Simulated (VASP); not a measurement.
# CoSi: band structure with PBEsol

The system is CoSi.

```
Co Si
1.0
     4.43800    0.00000    0.00000
     0.00000    4.43800    0.00000
     0.00000    0.00000    4.43800
Co Si
4 4
Direct
  0.86000 0.64000 0.36000
  0.64000 0.36000 0.86000
  0.36000 0.86000 0.64000
  0.14000 0.14000 0.14000
  0.15700 0.34300 0.65700
  0.34300 0.65700 0.15700
  0.65700 0.15700 0.34300
  0.84300 0.84300 0.84300
```

```json
{"Program": "VASP 6.6.1", "Task": "band structure", "Functional": "PBEsol", "Potentials or basis": "VASP PAW PBE potentials, release 64 (Co, Si)", "Cutoff": "520 eV", "k mesh": "6 × 6 × 6", "Occupations": "fermi-dirac, width 0.05 eV", "Spin": "collinear spin, ferromagnetic start", "Starting moments": "[2.0, 2.0, 2.0, 2.0, 0.0, 0.0, 0.0, 0.0] μB", "Further INCAR settings": "ALGO = Normal; EDIFF = 1e-06"}
```

```json
{"Pressure": "-7.0 GPa", "Largest force": "0.242 eV/Å", "Band gap along the path": "none (metal or under the smearing width)", "Net moment": "0.00 μB per cell", "Valence electrons inside the program's atomic spheres": "Co 8.62; Si 1.61"}
```

Forces on the atoms (eV/Å):
```
Co  -0.140  0.140 -0.140
Co   0.140 -0.140 -0.140
Co  -0.140 -0.140  0.140
Co   0.140  0.140  0.140
Si   0.038 -0.038  0.038
Si  -0.038  0.038  0.038
Si   0.038  0.038 -0.038
Si  -0.038 -0.038 -0.038
```

Levels at the corners of the path, in eV from the Fermi level:
Spin up:
```csv
point,band 23,band 24,band 25,band 26,band 27,band 28,band 29,band 30
Γ,-0.81,-0.81,-0.05,-0.05,-0.05,2.44,2.44,2.44
X,-0.71,-0.71,-0.51,-0.51,0.96,0.96,1.43,1.43
X,-0.71,-0.71,-0.51,-0.51,0.96,0.96,1.43,1.43
M,-1.04,-1.04,-0.07,-0.07,0.53,0.53,1.96,1.96
M,-1.04,-1.04,-0.07,-0.07,0.53,0.53,1.96,1.96
Γ,-0.81,-0.81,-0.05,-0.05,-0.05,2.44,2.44,2.44
Γ,-0.81,-0.81,-0.05,-0.05,-0.05,2.44,2.44,2.44
R,-1.26,-1.26,-0.25,-0.25,-0.25,-0.25,5.31,5.31
R,-1.26,-1.26,-0.25,-0.25,-0.25,-0.25,5.31,5.31
X,-0.71,-0.71,-0.51,-0.51,0.96,0.96,1.43,1.43
M,-1.04,-1.04,-0.07,-0.07,0.53,0.53,1.96,1.96
R,-1.26,-1.26,-0.25,-0.25,-0.25,-0.25,5.31,5.31
```
Spin down:
| point | band 23 | band 24 | band 25 | band 26 | band 27 | band 28 | band 29 | band 30 |
| --- | --- | --- | --- | --- | --- | --- | --- | --- |
| Γ | -0.81 | -0.81 | -0.05 | -0.05 | -0.05 | 2.44 | 2.44 | 2.44 |
| X | -0.71 | -0.71 | -0.51 | -0.51 | 0.96 | 0.96 | 1.43 | 1.43 |
| X | -0.71 | -0.71 | -0.51 | -0.51 | 0.96 | 0.96 | 1.43 | 1.43 |
| M | -1.04 | -1.04 | -0.07 | -0.07 | 0.53 | 0.53 | 1.96 | 1.96 |
| M | -1.04 | -1.04 | -0.07 | -0.07 | 0.53 | 0.53 | 1.96 | 1.96 |
| Γ | -0.81 | -0.81 | -0.05 | -0.05 | -0.05 | 2.44 | 2.44 | 2.44 |
| Γ | -0.81 | -0.81 | -0.05 | -0.05 | -0.05 | 2.44 | 2.44 | 2.44 |
| R | -1.26 | -1.26 | -0.25 | -0.25 | -0.25 | -0.25 | 5.31 | 5.31 |
| R | -1.26 | -1.26 | -0.25 | -0.25 | -0.25 | -0.25 | 5.31 | 5.31 |
| X | -0.71 | -0.71 | -0.51 | -0.51 | 0.96 | 0.96 | 1.43 | 1.43 |
| M | -1.04 | -1.04 | -0.07 | -0.07 | 0.53 | 0.53 | 1.96 | 1.96 |
| R | -1.26 | -1.26 | -0.25 | -0.25 | -0.25 | -0.25 | 5.31 | 5.31 |

It took 7.6 min on 1 thread of AMD EPYC 7R43 64-Core Processor (Zen 3), with other jobs on the host, peak memory 0.32 GiB.

Caveat: the starting moments collapsed, and a magnetic state may lie lower; the PAW data sets were made with another functional, which shifts forces and pressure a little.
